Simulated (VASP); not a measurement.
# Cr (P6_3/mmc) in VASP: notebook

The runs below take Cr through single point, relaxation of cell and atoms, with PBEsol.

Everything below comes from runs of VASP 6.6.1. Logs are shortened: lines on timing, memory, paths and dates and some standing lists are left out, and cuts for length are marked.

**1. The structure**

Symmetry: P6_3/mmc, No. 194, hexagonal system. Conventional cell: a = 2.717 Å, b = 2.717 Å, c = 8.762 Å, α = 90.00°, β = 90.00°, γ = 120.00°. Cr (site symmetry -3m) has 12 Cr at 2.69 to 2.72 Å as nearest neighbours. Around Cr (site symmetry -6m2) lie 12 Cr at 2.69 to 2.72 Å.

The cell was built by a generator and needn't be a form met in nature.

**2. Single point, PBEsol, collinear spin, typed start**

INCAR reads:

```
  PREC = Accurate
  ENCUT = 520
  EDIFF = 1E-7
  ISMEAR = 0
  SIGMA = 0.1
  LREAL = False
  LASPH = True
  NELM = 150
  ALGO = Normal
  ISIF = 2
  LWAVE = False
  LCHARG = False
  ISPIN = 2
  MAGMOM = 3 3 3 3
  LORBIT = 11
  LMAXMIX = 4
  GGA = PS
  NBANDS = 36
```

KPOINTS reads:

```
regular mesh
0
Gamma
  9 9 2
```

POSCAR reads:

```
Cr
1.0
    2.7166313329      0.0000000000      0.0000000000
   -1.3583156664      2.3526717470      0.0000000000
    0.0000000000      0.0000000000      8.7616722377
Cr
4
Direct
    0.0000000000      0.0000000000      0.0000000000
    0.0000000000      0.0000000000      0.5000000000
    0.3333333333      0.6666666667      0.7500000000
    0.6666666667      0.3333333333      0.2500000000
```

Potentials or basis: VASP PAW PBE potentials, release 64 (Cr_pv).

Run with:

```
$ cat potpaw_PBE.64/Cr_pv/POTCAR > POTCAR
$ mpirun -np 1 vasp_std > vasp.out
```

OUTCAR:

```text
PREC = Accurate
   ENCUT = 520
   EDIFF = 1E-7
   ISMEAR = 0
   LREAL = False
   LASPH = True
   NELM = 150
   ISIF = 2
   ISPIN = 2
   LORBIT = 11
   GGA = PS

 ion  position               nearest neighbor table
   1  0.000  0.000  0.000-   3 2.69   4 2.69   3 2.69   4 2.69   4 2.69   3 2.69
   2  0.000  0.000  0.500-   3 2.69   4 2.69   3 2.69   4 2.69   4 2.69   3 2.69
   3  0.333  0.667  0.750-   1 2.69   2 2.69   1 2.69   2 2.69   1 2.69   2 2.69
   4  0.667  0.333  0.250-   1 2.69   2 2.69   1 2.69   2 2.69   1 2.69   2 2.69

  LATTYP: Found a hexagonal cell.
 ALAT       =     2.7166313329
 C/A-ratio  =     3.2251973728

  Lattice vectors:

 A1 = (   2.7166313329,   0.0000000000,   0.0000000000)
 A2 = (  -1.3583156664,   2.3526717470,   0.0000000000)
 A3 = (   0.0000000000,   0.0000000000,   8.7616722377)

Analysis of symmetry for initial positions (statically):
=====================================================================
 Subroutine PRICEL returns:
 Original cell was already a primitive cell.

 Routine SETGRP: Setting up the symmetry group for a
 hexagonal supercell.

 Subroutine GETGRP returns: Found 24 space group operations
 (whereof 12 operations were pure point group operations)
 out of a pool of 24 trial point group operations.

The static configuration has the point symmetry D_3d.
 The point group associated with its full space group is D_6h.

Analysis of symmetry for dynamics (positions and initial velocities):
=====================================================================
 Subroutine PRICEL returns:
 Original cell was already a primitive cell.

 Routine SETGRP: Setting up the symmetry group for a
 hexagonal supercell.

 Subroutine GETGRP returns: Found 24 space group operations
 (whereof 12 operations were pure point group operations)
 out of a pool of 24 trial point group operations.

The dynamic configuration has the point symmetry D_3d.
 The point group associated with its full space group is D_6h.

Analysis of structural, dynamic, and magnetic symmetry:
=====================================================================
 Subroutine PRICEL returns:
 Original cell was already a primitive cell.

 Routine SETGRP: Setting up the symmetry group for a
 hexagonal supercell.

 Subroutine GETGRP returns: Found 24 space group operations
 (whereof 12 operations were pure point group operations)
 out of a pool of 24 trial point group operations.

The overall configuration has the point symmetry D_3d.
 The point group associated with its full space group is D_6h.

 Subroutine INISYM returns: Found 24 space group operations
 (whereof 12 operations are pure point group operations),
 and found     1 'primitive' translations

----------------------------------------------------------------------------------------

                                     Primitive cell

  volume of cell :      55.9988

  direct lattice vectors                    reciprocal lattice vectors
     2.716631333  0.000000000  0.000000000     0.368102947  0.212524336  0.000000000
    -1.358315666  2.352671747  0.000000000     0.000000000  0.425048671  0.000000000
     0.000000000  0.000000000  8.761672238     0.000000000  0.000000000  0.114133464

  length of vectors
     2.716631333  2.716631333  8.761672238     0.425048671  0.425048671  0.114133464

  position of ions in fractional coordinates (direct lattice)
     0.000000000  0.000000000  0.000000000
     0.000000000  0.000000000  0.500000000
     0.333333333  0.666666667  0.750000000
     0.666666667  0.333333333  0.250000000

  ion indices of the primitive-cell ions
   primitive index   ion index
                 1           1
                 2           2
                 3           3
                 4           4

----------------------------------------------------------------------------------------

 KPOINTS: regular mesh

Automatic generation of k-mesh.
 Grid dimensions read from file:
 generate k-points for:    9    9    2

 Generating k-lattice:

  Cartesian coordinates                     Fractional coordinates (reciprocal lattice)
     0.040900327  0.023613815  0.000000000     0.111111111  0.000000000  0.000000000
     0.000000000  0.047227630  0.000000000     0.000000000  0.111111111  0.000000000
     0.000000000  0.000000000  0.057066732     0.000000000  0.000000000  0.500000000

  Length of vectors
     0.047227630  0.047227630  0.057066732

  Shift w.r.t. Gamma in fractional coordinates (k-lattice)
     0.000000000  0.000000000  0.000000000

 Subroutine IBZKPT returns following result:
 ===========================================

 Found     24 irreducible k-points:

 Following reciprocal coordinates:
            Coordinates               Weight
  0.000000  0.000000  0.000000      1.000000
  0.111111 -0.000000  0.000000      6.000000
  0.222222  0.000000  0.000000      6.000000
  0.333333  0.000000  0.000000      6.000000
  0.444444  0.000000  0.000000      6.000000
  0.111111  0.111111  0.000000      6.000000
[... 16 lines left out ...]
  0.333333  0.222222  0.500000     12.000000
  0.333333  0.333333  0.500000      2.000000
   k-points           NKPTS =     24   k-points in BZ     NKDIM =     24   number of bands    NBANDS=     36
   number of dos      NEDOS =    301   number of ions     NIONS =      4
   total plane-waves  NPLWV =  28000
   dimension x,y,z NGX =    20 NGY =   20 NGZ =   70
   dimension x,y,z NGXF=    40 NGYF=   40 NGZF=  140
   ions per type =               4
   NGX,Y,Z   is equivalent  to a cutoff of  12.24, 12.24, 13.28 a.u.
   NGXF,Y,Z  is equivalent  to a cutoff of  24.48, 24.48, 26.56 a.u.
 SYSTEM =  unknown system
   PREC   = accura    normal or accurate (medium, high low for compatibility)
   ISTART =      0    job   : 0-new  1-cont  2-samecut
   ICHARG =      2    charge: 1-file 2-atom 10-const
   ISPIN  =      2    spin polarized calculation?
   LNONCOLLINEAR =      F non collinear calculations
   LSORBIT =      F    spin-orbit coupling
   LASPH  =      T    aspherical Exc in radial PAW
   ENCUT  =  520.0 eV  38.22 Ry    6.18 a.u.   5.05  5.05 16.29*2*pi/ulx,y,z
   NELM   =    150;   NELMIN=  2; NELMDL= -5     # of ELM steps
   EDIFF  = 0.1E-06   stopping-criterion for ELM
   LREAL  =      F    real-space projection
[... 7 lines left out ...]
   TEBEG  =    0.0;   TEEND  =   0.0 temperature during run
   PSTRESS=    0.0 pullay stress
   NELECT =      48.0000    total number of electrons
   NUPDOWN=      -1.0000    fix difference up-down
   EMIN   =  10.00;   EMAX   =-10.00  energy-range for DOS
   EFERMI =   0.00;   METHOD = LEGACY
   ISMEAR =     0;   SIGMA  =   0.10  broadening in eV -4-tet -1-fermi 0-gaus
   EFERMI_NEDOS =   21; number of points for ismear=-14 and -15
   IALGO  =     38    algorithm
   IMIX   =      4    mixing-type and parameters
     AMIX     =   0.40;   BMIX     =  1.00
     AMIX_MAG =   1.60;   BMIX_MAG =  1.00
  volume/ion in A,a.u.               =      14.00        94.47
  Fermi-wavevector in a.u.,A,eV,Ry     =   1.555114  2.938739 32.904051  2.418380
  Thomas-Fermi vector in A             =   2.659102
   LORBIT       =     11    0 simple, 1 ext, 2 COOP (PROOUT), +10 PAW based schemes
   GGA     = PS    functional components
   LHFCALC =     F    Hartree Fock is set to
   AEXX    =    0.0000 exact exchange contribution
   IVDW    =     0    specifies the selected vdW correction
   LEPSILON=     F    determine dielectric tensor
   LRPA    =     F    only Hartree local field effects (RPA)
 spin polarized calculation
 Gauss-broadening in eV      SIGMA  =   0.10
  energy-cutoff  :      520.00
  volume of cell :       56.00
 maximum number of plane-waves:      1533
   NGX = 11   NGY = 11   NGZ = 33

 number of electron      48.0000000 magnetization      12.0000000

 number of electron      48.0000007 magnetization       3.0125750

 Free energy of the ion-electron system (eV)
  ---------------------------------------------------
  ext. energy  EPLUGINS =         0.00000000
  ---------------------------------------------------
  free energy    TOTEN  =       -37.97780219 eV

  energy without entropy =      -37.94183657  energy(sigma->0) =      -37.95981938

 E-fermi :   8.1871     XC(G=0): -12.7180

 val. band max:        8.1745611532   @ k =   0.0000   0.0000   0.0000
 cond. band min:       8.1877253117   @ k =   0.3333   0.0000   0.0000
 fundamental gap:      0.0131641585
 Fermi energy:         8.1870872300

 spin component 1

 k-point     1 :       0.0000    0.0000    0.0000
  band No.  band energies     occupation
      1     -35.1821      1.00000
      2     -35.0737      1.00000
      3     -34.9495      1.00000
      4     -34.9495      1.00000
      5     -34.9473      1.00000
      6     -34.9473      1.00000
[... 28 lines left out ...]
     35       9.8709      0.00000
     36       9.8709      0.00000
[... 865 lines left out ...]
      5     -35.0414      1.00000
      6     -35.0414      1.00000
[... 28 lines left out ...]
     35      14.3978      0.00000
     36      14.3978      0.00000
 Fermi energy:         8.1870872300

 spin component 2

 k-point     1 :       0.0000    0.0000    0.0000
  band No.  band energies     occupation
      1     -34.5949      1.00000
      2     -34.5145      1.00000
      3     -34.2502      1.00000
      4     -34.2502      1.00000
      5     -34.2480      1.00000
      6     -34.2480      1.00000
[... 28 lines left out ...]
     35      10.5127      0.00000
     36      10.5127      0.00000
[... 866 lines left out ...]
      6     -34.4715      1.00000
[... 28 lines left out ...]
     35      14.7471      0.00000
     36      14.7471      0.00000

------------------------ aborting loop because EDIFF is reached ----------------------------------------

  FORCE on cell =-STRESS in cart. coord.  units (eV):
  Direction    XX          YY          ZZ          XY          YZ          ZX
  --------------------------------------------------------------------------------------
  -------------------------------------------------------------------------------------
  Total      -10.9700855    -10.9700855    -10.8263835     -0.0000000     -0.0000000     -0.0000000
  in kB     -313.8640310   -313.8640310   -309.7525891     -0.0000000     -0.0000000     -0.0000000
  external PRESSURE =    -312.4935503 kB  Pullay stress =       0.0000000 kB

 VOLUME and BASIS-vectors are now :
 -----------------------------------------------------------------------------
  energy-cutoff  :      520.00
  volume of cell :       56.00
      direct lattice vectors                 reciprocal lattice vectors
     2.716631333  0.000000000  0.000000000     0.368102947  0.212524336  0.000000000
    -1.358315666  2.352671747  0.000000000     0.000000000  0.425048671  0.000000000
     0.000000000  0.000000000  8.761672238     0.000000000  0.000000000  0.114133464

 POSITION                                       TOTAL-FORCE (eV/Angst)
 -----------------------------------------------------------------------------------
      0.00000      0.00000      0.00000         0.000000      0.000000      0.000000
      0.00000      0.00000      4.38084         0.000000      0.000000      0.000000
     -0.00000      1.56845      6.57125         0.000000     -0.000000      0.000000
      1.35832      0.78422      2.19042        -0.000000      0.000000      0.000000
 -----------------------------------------------------------------------------------
    total drift:                                0.000000     -0.000000      0.000000

  FREE ENERGIE OF THE ION-ELECTRON SYSTEM (eV)
  ---------------------------------------------------
  free  energy   TOTEN  =       -37.9778021889 eV

  energy  without entropy=      -37.9418365735  energy(sigma->0) =      -37.95981938

 total charge

# of ion       s       p       d       tot
------------------------------------------
    1        0.379   6.289   4.051  10.719
    2        0.379   6.289   4.051  10.719
    3        0.378   6.283   4.056  10.717
    4        0.378   6.283   4.056  10.717
--------------------------------------------------
tot          1.513  25.144  16.214  42.872

 magnetization (x)

# of ion       s       p       d       tot
------------------------------------------
    1        0.006   0.025   1.238   1.269
    2        0.006   0.025   1.238   1.269
    3       -0.004   0.008   0.129   0.133
    4       -0.004   0.008   0.129   0.133
--------------------------------------------------
tot          0.005   0.065   2.735   2.805
```

It took 70 s on 1 thread of Intel Xeon 6975P-C (Granite Rapids), shared host; peak memory 0.22 GiB.

Results:

- Free energy: -37.9778 eV
- Pressure: -31.2 GPa
- Band gap on the k mesh: none (metal or under the smearing width)
- Net moment: 3.01 μB per cell
- Site moments: Cr +1.27, +0.13 μB
- Valence electrons inside the program's atomic spheres: Cr 10.72

Stress tensor (GPa, compression positive):
```
-31.39   0.00   0.00
  0.00 -31.39   0.00
  0.00   0.00 -30.98
```

Levels at points of the mesh, in eV from the Fermi level:
Spin up:
| k point | band 23 | band 24 | band 25 | band 26 | band 27 | band 28 | band 29 | band 30 |
| --- | --- | --- | --- | --- | --- | --- | --- | --- |
| (0.00, 0.00, 0.00) | -0.54 | -0.43 | -0.43 | -0.17 | -0.17 | 0.24 | 0.24 | 0.50 |
| (0.00, 0.00, 0.50) | -0.51 | -0.51 | -0.40 | -0.40 | -0.40 | -0.40 | 0.59 | 0.59 |
Spin down:
| k point | band 19 | band 20 | band 21 | band 22 | band 23 | band 24 | band 25 | band 26 |
| --- | --- | --- | --- | --- | --- | --- | --- | --- |
| (0.00, 0.00, 0.00) | -0.25 | -0.25 | -0.02 | -0.02 | -0.01 | -0.01 | 0.04 | 0.46 |
| (0.00, 0.00, 0.50) | -0.14 | -0.14 | -0.14 | -0.14 | -0.02 | -0.02 | 0.18 | 0.18 |

Caveat: a pressure of tens of GPa on the cell as given is suspect, and the run, the potentials or the cell itself is likely at fault; the PAW data sets were made with another functional, which shifts forces and pressure a little.

**3. Single point, PBEsol, collinear spin, typed start**

This run uses another cell than the first one, of 11.46 Å³/atom, 0.819 times its volume.

INCAR reads:

```
SYSTEM = Cr
ALGO = Normal ; EDIFF = 1E-6
ENCUT = 520 ; GGA = PS
ISIF = 2 ; ISMEAR = 0
ISPIN = 2 ; LASPH = .True.
LCHARG = .True. ; LELF = .True.
LMAXMIX = 4 ; LORBIT = 11
LREAL = .False. ; LVHAR = .True.
LWAVE = .False. ; MAGMOM = 1.29 1.29 0.25 0.25
NBANDS = 36 ; NELM = 150
PREC = Accurate ; SIGMA = 0.1
```

KPOINTS reads:

```
k-points
0
Gamma
  9 9 2
  0 0 0
```

POSCAR reads:

```
Cr
1.0
    2.4712147666      0.0000000000      0.0000000000
   -1.2356073833      2.1401347661      0.0000000000
    0.0000000000      0.0000000000      8.6675100471
Cr
4
Direct
    0.0000000000      0.0000000000      0.0000000000
    0.0000000000      0.0000000000      0.5000000000
    0.3333333333      0.6666666667      0.7500000000
    0.6666666667      0.3333333333      0.2500000000
```

Potentials or basis: VASP PAW PBE potentials, release 64 (Cr_pv).

Run with:

```
$ cat potpaw_PBE.64/Cr_pv/POTCAR > POTCAR
$ mpirun -np 1 vasp_std > vasp.out
```

OUTCAR:

```text
SYSTEM = Cr
   EDIFF = 1E-6
   ENCUT = 520
   GGA = PS
   ISIF = 2
   ISMEAR = 0
   ISPIN = 2
   LASPH = .True.
   LORBIT = 11
   LREAL = .False.
   NELM = 150
   PREC = Accurate

 ion  position               nearest neighbor table
   1  0.000  0.000  0.000-   3 2.59   4 2.59   4 2.59   3 2.59   4 2.59   3 2.59
   2  0.000  0.000  0.500-   3 2.59   4 2.59   4 2.59   3 2.59   4 2.59   3 2.59
   3  0.333  0.667  0.750-   1 2.59   2 2.59   1 2.59   2 2.59   1 2.59   2 2.59
   4  0.667  0.333  0.250-   1 2.59   2 2.59   1 2.59   2 2.59   1 2.59   2 2.59

  LATTYP: Found a hexagonal cell.
 ALAT       =     2.4712147666
[... 2102 lines left out ...]
     2.471214767  0.000000000  0.000000000     0.404659285  0.233630147  0.000000000
    -1.235607383  2.140134766  0.000000000     0.000000000  0.467260294  0.000000000
     0.000000000  0.000000000  8.667510047     0.000000000  0.000000000  0.115373388

 POSITION                                       TOTAL-FORCE (eV/Angst)
 -----------------------------------------------------------------------------------
      0.00000      0.00000      0.00000        -0.000000      0.000000     -0.000000
      0.00000      0.00000      4.33376        -0.000000      0.000000     -0.000000
     -0.00000      1.42676      6.50063         0.000000      0.000000     -0.000000
      1.23561      0.71338      2.16688        -0.000000     -0.000000      0.000000
 -----------------------------------------------------------------------------------
    total drift:                               -0.000000      0.000000      0.000000

  FREE ENERGIE OF THE ION-ELECTRON SYSTEM (eV)
  ---------------------------------------------------
  free  energy   TOTEN  =       -39.3297343267 eV

  energy  without entropy=      -39.2964356799  energy(sigma->0) =      -39.31308500

 total charge

# of ion       s       p       d       tot
------------------------------------------
    1        0.444   6.394   4.260  11.099
    2        0.444   6.394   4.260  11.099
    3        0.444   6.396   4.252  11.093
    4        0.444   6.396   4.252  11.093
--------------------------------------------------
tot          1.777  25.581  17.025  44.383

 magnetization (x)

# of ion       s       p       d       tot
------------------------------------------
    1       -0.000   0.000   0.000   0.000
    2       -0.000   0.000   0.000   0.000
    3       -0.000   0.000   0.000   0.000
    4       -0.000   0.000   0.000   0.000
--------------------------------------------------
tot         -0.000   0.000   0.000   0.000
```

stdout:

```text
POSCAR found type information on POSCAR Cr
 POSCAR found :  1 types and       4 ions
 scaLAPACK will be used
 -----------------------------------------------------------------------------
|                                                                             |
|                                                                             |
|     You enforced a specific xc type in the INCAR file but a different       |
|     I HOPE YOU KNOW WHAT YOU ARE DOING!                                     |
|                                                                             |
 -----------------------------------------------------------------------------

 LDA part: xc-table for (Slater+PW92), standard interpolation
 POSCAR, INCAR and KPOINTS ok, starting setup
 FFT: planning ... GRIDC
 FFT: planning ... GRID_SOFT
 FFT: planning ... GRID
 WAVECAR not read
 entering main loop
```

It took 38 s on 1 thread of Intel Xeon 6975P-C (Granite Rapids), shared host; peak memory 0.19 GiB.

What came out:

| Quantity | Value |
| --- | --- |
| Free energy | -39.3297 eV |
| Pressure | -0.5 GPa |
| Band gap on the k mesh | none (metal or under the smearing width) |
| Net moment | 0.00 μB per cell |
| Valence electrons inside the program's atomic spheres | Cr 11.10, 11.09 |

Caveat: the k mesh is coarse (spacing up to 0.36 Å⁻¹), so the values aren't converged; the PAW data sets were made with another functional, which shifts forces and pressure a little.

[end of part 1 of 2]
